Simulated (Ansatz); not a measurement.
# Ti-47 nuclear quadrupole resonance in TiO2

Cell: a structure deposited in the COD, ions relaxed with PBE at fixed cell.

Space group P4_2/mnm (No. 136); a = 4.5940, c = 2.9590 Å.

| site | Wyckoff | site symmetry | x | y | z |
| --- | --- | --- | --- | --- | --- |
| Ti | 2a | m.mm | 0.0000 | 0.0000 | 0.0000 |
| O | 4f | m.2m | 0.3043 | 0.3043 | 0.0000 |

One atom of each set is listed.

All values are calculated (Ansatz; DFT, LDA, plane waves and PAW, scalar-relativistic, 420 eV cutoff, Γ-centred 7×7×10 k-points, Fermi–Dirac smearing 0.02 eV), not measured.

Ti-47: I = 5/2, Q = 302.0 mb (year-2017 value). Static lattice, zero field.

Task: The simulated lines lie at 2.06, 3.99 MHz. What are |C_Q|, η and |V_zz| at Ti?

Result: For I = 5/2 and η = 0 the lines are 3|C_Q|/20 and twice that; η pulls their ratio below 2. Here |C_Q| = 13.4 MHz, η = 0.16 and |V_zz| = 1.83 × 10²¹ V/m². The calculation gives V_zz negative; the lines don't show the sign. The site has 6 O at 1.95–1.98 Å.

At this cell the LDA pressure is -8 GPa, so with LDA the cell would shrink if it were relaxed.
